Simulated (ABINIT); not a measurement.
# Quasiparticle gap of AgBr (Fm-3m) in ABINIT

Aim: the G0W0 gap of AgBr (Fm-3m) on PBE with spin-orbit coupling, step by step.

Calculated with ABINIT 10.8.3; PBE and many-body steps on it, plane waves.

The database entry behind the starting cell differs from later determinations by our own check (about 0.6 % short of the room-temperature cell), so it need not match the best structure at ambient conditions.

## 1. The structure

The structure is cubic, space group Fm-3m (No. 225). Conventional cell: a = 5.740 Å, b = 5.740 Å, c = 5.740 Å, α = 90.00°, β = 90.00°, γ = 90.00°. Ag has 6 Br at 2.87 Å nearest. Nearest to Br lie 6 Ag at 2.87 Å. Farther neighbours and most contacts between anions are not listed.

The cell and positions come from the Crystallography Open Database and are kept as given unless a step says otherwise.

## 2. Ground state

This step: ABINIT 10.8.3; DFT, PBE with spin-orbit coupling, plane waves, norm-conserving pseudopotentials.

The ground-state density comes first.

run.abi reads:

```
acell 3*1.0 Angstrom
rprim 
  -0.000000000000 2.870150000000 2.870150000000
  2.870150000000 0.000000000000 2.870150000000
  2.870150000000 2.870150000000 0.000000000000
ntypat 2
znucl 47 35
natom 2
typat 1 2
xred 
  0.000000000000 0.000000000000 0.000000000000
  0.500000000000 0.500000000000 0.500000000000
pp_dirpath "pseudos"
pseudos "Ag.upf, Br.upf"
ecut 37
nspinor 2
ngkpt 6 6 6
nshiftk 1
shiftk 0 0 0
kptopt 1
chksymbreak 0
nband 36
occopt 1
tolvrs 1e-10
nstep 60
prtwf 0
optforces 0
optstress 0
indata_prefix "in"
outdata_prefix "out"
tmpdata_prefix "tmp"
```

Command:

```sh
> OMP_NUM_THREADS=1 mpirun -n 4 abinit run.abi > log
```

Numbers of over 12 decimals in the logs are rounded to 6 here.

Output:

```text
.Version 10.8.3 of ABINIT. v10.8.2 released Aug 2026.

 Symmetries : space group Fm -3 m (#225); Bravais cF (face-center cubic)
================================================================================
 Values of the parameters that define the memory need of the present run
     intxc =       0    ionmov =       0      iscf =       7    lmnmax =      16
     lnmax =      16     mgfft =      45  mpssoang =       5    mqgrid =    3001
     natom =       2  nloc_mem =       1    nspden =       1   nspinor =       2
    nsppol =       1      nsym =      48    n1xccc =    2501    ntypat =       2
    occopt =       1   xclevel =       2
-    mband =          36        mffmem =           1         mkmem =           4
       mpw =        3479          nfft =       91125          nkpt =          16
================================================================================
  Rough estimation (10% accuracy) of disk space for files :
================================================================================

--------------------------------------------------------------------------------
------------- Echo of variables that govern the present computation ------------
--------------------------------------------------------------------------------
 -outvars: echo values of preprocessed input variables --------
            acell      1.8897261259E+00  1.8897261259E+00  1.8897261259E+00 Bohr

      chksymbreak           0
             ecut      3.70000000E+01 Hartree
-          fftalg         312

              ixc     -101130
              kpt      0.00000000E+00  0.00000000E+00  0.00000000E+00
                       1.66666667E-01  0.00000000E+00  0.00000000E+00
                       3.33333333E-01  0.00000000E+00  0.00000000E+00
                       5.00000000E-01  0.00000000E+00  0.00000000E+00
                       1.66666667E-01  1.66666667E-01  0.00000000E+00
                       3.33333333E-01  1.66666667E-01  0.00000000E+00
                       5.00000000E-01  1.66666667E-01  0.00000000E+00
                      -3.33333333E-01  1.66666667E-01  0.00000000E+00
                      -1.66666667E-01  1.66666667E-01  0.00000000E+00
   [... 5 further rows ...]
                      -3.33333333E-01  3.33333333E-01  1.66666667E-01
                      -3.33333333E-01  5.00000000E-01  1.66666667E-01
         kptrlatt        6    0    0      0    6    0      0    0    6
          kptrlen      4.60224474E+01
P           mkmem           4
            natom           2
            nband          36
            ngfft          45      45      45
             nkpt          16
          nspinor           2
            nstep          60
             nsym          48
           ntypat           2
              occ      1.000000  1.000000  1.000000  1.000000  1.000000  1.000000
                       1.000000  1.000000  1.000000  1.000000  1.000000  1.000000
                       1.000000  1.000000  1.000000  1.000000  1.000000  1.000000
                       1.000000  1.000000  1.000000  1.000000  1.000000  1.000000
                       1.000000  1.000000  0.000000  0.000000  0.000000  0.000000
                       0.000000  0.000000  0.000000  0.000000  0.000000  0.000000
        optforces           0
        optstress           0
            prtwf           0
            rprim     -0.0000000000E+00  2.8701500000E+00  2.8701500000E+00
[...]
spgroup         225

           tolvrs      1.00000000E-10

             xred      0.0000000000E+00  0.0000000000E+00  0.0000000000E+00
[...]
znucl       47.00000   35.00000

================================================================================

 chkinp: Checking input parameters for consistency.

================================================================================
== DATASET  1 ==================================================================
-   mpi_nproc: 4, omp_nthreads: 1 (-1 if OMP is not activated)

--- !DatasetInfo
iteration_state: {dtset: 1, }
dimensions: {natom: 2, nkpt: 16, mband: 36, nsppol: 1, nspinor: 2, nspden: 1, mpw: 3479, }
cutoff_energies: {ecut:  37.0, pawecutdg:  -1.0, }
electrons: {nelect:   2.60000000E+01, charge:   0.00000000E+00, occopt:   1.00000000E+00, tsmear:   1.00000000E-02, }

 Real(R)+Recip(G) space primitive vectors, cartesian coordinates (Bohr,Bohr^-1):
 R(1)=  0.0000000  5.4237974  5.4237974  G(1)= -0.0921863  0.0921863  0.0921863
 R(2)=  5.4237974  0.0000000  5.4237974  G(2)=  0.0921863 -0.0921863  0.0921863
 R(3)=  5.4237974  5.4237974  0.0000000  G(3)=  0.0921863  0.0921863 -0.0921863
 Unit cell volume ucvol=  3.1910998E+02 bohr^3
 Angles (23,13,12)=  6.00000000E+01  6.00000000E+01  6.00000000E+01 degrees

 getcut: wavevector=  0.0000  0.0000  0.0000  ngfft=  45  45  45
         ecut(hartree)=     37.000   => boxcut(ratio)=   2.09492

--- Pseudopotential description ------------------------------------------------
- Ag Generated using ONCVPSP code by D. R. Hamann
- 47.00000  19.00000  180423                  znucl, zion, pspdat
12 -101130 2 -1 1538                          pspcod,pspxc,lmax,lloc,mmax
     nproj     2     4     3     0
     spin-orbit psp
        nprojso     4     3     0
  pspatm : epsatm=   27.57090862
         --- l  ekb(1:nproj) -->
[...]
1    3.421747   -0.133403   -0.005404    0.000059
             2   -1.590543   -0.389496   -0.000033
  spin-orbit 1    0.378644   -0.145753    0.014436   -0.000735
  spin-orbit 2    0.045013    0.011481   -0.000579
 pspatm: atomic psp has been read  and splines computed

- Br Generated using ONCVPSP code by D. R. Hamann
- 35.00000   7.00000  180423                  znucl, zion, pspdat
12 -101130 2 -1 1110                          pspcod,pspxc,lmax,lloc,mmax
     nproj     2     3     3     0
     spin-orbit psp
        nprojso     4     4     0
  pspatm : epsatm=   11.65225461
         --- l  ekb(1:nproj) -->
             0    0.878030    8.455347
             1    5.296960    0.884184    0.010490
             2    2.601663    0.386433    0.000588
  spin-orbit 1    0.408712   -0.253934    0.061012   -0.000372
  spin-orbit 2    0.108928   -0.011508    0.005488   -0.000068
 pspatm: atomic psp has been read  and splines computed

   1.01980224E+03                                ecore*ucvol(ha*bohr**3)
--------------------------------------------------------------------------------

_setup2: Arith. and geom. avg. npw (full set) are    3429.282    3429.252

================================================================================

--- !BeginCycle
iteration_state: {dtset: 1, }
solver: {iscf: 7, nstep: 60, nline: 4, wfoptalg: 0, }
tolerances: {tolvrs: 1.00E-10, }

     iter   Etot(hartree)      deltaE(h)  residm     vres2
 ETOT  1  -170.51028130279    -1.705E+02 1.769E-01 1.005E+02
 ETOT  2  -170.75709083600    -2.468E-01 1.649E-02 3.951E+01
 ETOT  3  -170.76164164635    -4.551E-03 2.226E-02 9.607E-01
 ETOT  4  -170.76182655206    -1.849E-04 7.996E-04 1.977E-01
 ETOT  5  -170.76183782861    -1.128E-05 2.866E-04 9.671E-03
 ETOT  6  -170.76183853529    -7.067E-07 1.287E-04 1.233E-03
 ETOT  7  -170.76183865259    -1.173E-07 1.146E-04 1.955E-06
 ETOT  8  -170.76183865274    -1.492E-10 4.857E-05 1.090E-08
 ETOT  9  -170.76183865273     1.006E-11 4.271E-05 1.751E-10
 ETOT 10  -170.76183865272     8.328E-12 2.167E-05 2.976E-12

 At SCF step   10       vres2   =  2.98E-12 < tolvrs=  1.00E-10 =>converged.

--- !ResultsGS
iteration_state: {dtset: 1, }
comment   : Summary of ground state results
lattice_vectors:
- [ -0.0000000,   5.4237974,   5.4237974, ]
- [  5.4237974,   0.0000000,   5.4237974, ]
- [  5.4237974,   5.4237974,   0.0000000, ]
lattice_lengths: [   7.67041,    7.67041,    7.67041, ]
lattice_angles: [ 60.000,  60.000,  60.000, ] # degrees, (23, 13, 12)
lattice_volume:   3.1910998E+02
convergence: {deltae:  8.328E-12, res2:  2.976E-12, residm:  2.167E-05, diffor:  0.000E+00, }
etotal    :  -1.70761839E+02
entropy   :   0.00000000E+00
fermie    :   1.83463217E-01
cartesian_stress_tensor: null
pressure_GPa: null
xred      :
- [  0.0000E+00,   0.0000E+00,   0.0000E+00, Ag]
- [  5.0000E-01,   5.0000E-01,   5.0000E-01, Br]
cartesian_forces: null
force_length_stats: {min: null, max: null, mean: null, }

 Integrated electronic density in atomic spheres:
 ------------------------------------------------
 Atom  Sphere_radius  Integrated_density
    1        2.00000         16.39602431
    2        2.00000          4.20780313
================================================================================

 ----iterations are completed or convergence reached----

 Mean square residual over all n,k,spin=   64.427E-09; max=  21.675E-06
 reduced coordinates (array xred) for    2 atoms
       0.000000000000      0.000000000000      0.000000000000
       0.500000000000      0.500000000000      0.500000000000
 rms dE/dt=  0.0000E+00; max dE/dt=  0.0000E+00; dE/dt below (all hartree)
    1       0.000000000000      0.000000000000      0.000000000000
    2       0.000000000000      0.000000000000      0.000000000000

 cartesian coordinates (angstrom) at end:
    1      0.000000     0.000000     0.000000
    2      2.870150     2.870150     2.870150
 length scales=  1.889726125908  1.889726125908  1.889726125908 bohr
              =  1.000000000000  1.000000000000  1.000000000000 angstroms
 prteigrs : about to open file out_EIG
 Fermi (or HOMO) energy (hartree) =   0.18346   Average Vxc (hartree)=  -0.37332
 Eigenvalues (hartree) for nkpt=  16  k points:
 kpt#   1, nband= 36, wtk=  0.00463, kpt=  0.0000  0.0000  0.0000 (reduced coord)
  -3.13037   -3.13037   -1.91962   -1.91962   -1.73285   -1.73285   -1.73285   -1.73285
  -0.37384   -0.37384    0.06570    0.06570    0.06570    0.06570    0.08517    0.08517
   0.08521    0.08521    0.08521    0.08521    0.09563    0.09563    0.11591    0.11591
   0.11591    0.11591    0.20506    0.20506    0.54405    0.54405    0.54405    0.54405
   0.54719    0.54719    0.59099    0.59100
 prteigrs : prtvol=0 or 1, do not print more k-points.

--- !EnergyTerms
iteration_state     : {dtset: 1, }
comment             : Components of total free energy in Hartree
kinetic             :  5.76825485645811E+01
hartree             :  5.21767199425023E+01
xc                  : -2.83764363878570E+01
Ewald energy        : -1.00006610757867E+02
psp_core            :  3.19577049047525E+00
local_psp           : -1.55602033459942E+02
non_local_psp       :  1.68202955385718E-01
total_energy        : -1.70761838652722E+02
total_energy_eV     : -4.64666634765311E+03
band_energy         : -1.64719716258614E+01

== END DATASET(S) ==============================================================
================================================================================

 -outvars: echo values of variables after computation  --------
           etotal     -1.7076183865E+02
            nband          36
             nkpt          16
          spgroup         225
 [... the other variables as echoed above ...]

 Calculation completed.
```

It took 63 s on 4 MPI ranks of Arm Neoverse V1, shared host; peak memory 0.42 GiB; 4.2 min of CPU time.

Numbers from this step:

| Property | Result |
| --- | --- |
| total energy | -4646.6663 eV |
| gap | 0.5878 eV |
| k of the valence top | 0.5, 0, 0 |
| k of the conduction bottom | 0, 0, 0 |
| least direct gap | 2.426 eV |

The gap is indirect, with the least direct gap 1.84 eV higher.

[end of part 1 of 3]

[Paths, hosts, dates, memory and timing lines, banners, echoed tables and standing remarks are left out of the program output.]

[Logs are printed without paths, hosts, clocks, repeated set-up lines and the standing remarks that a program may print on its own settings, such as how far it seeks lower states.]

[Runs of the session that timed out or met a known fault of the program may be left out.]

[Hosts, paths, dates, database ids (printed as entryN), source tags and the programs' standing remarks are cut or masked in the printed files.]

[G0W0 gaps are taken among the corrected bands and points alone; a level outside them can change the order at an edge.]

[Where Ansatz stands beside ABINIT at settings called matched, ABINIT's density can come from a denser mesh and the files from another edition; pairs whose starting gaps differed by over 0.03 eV were left out, so agreement reads better than it is.]
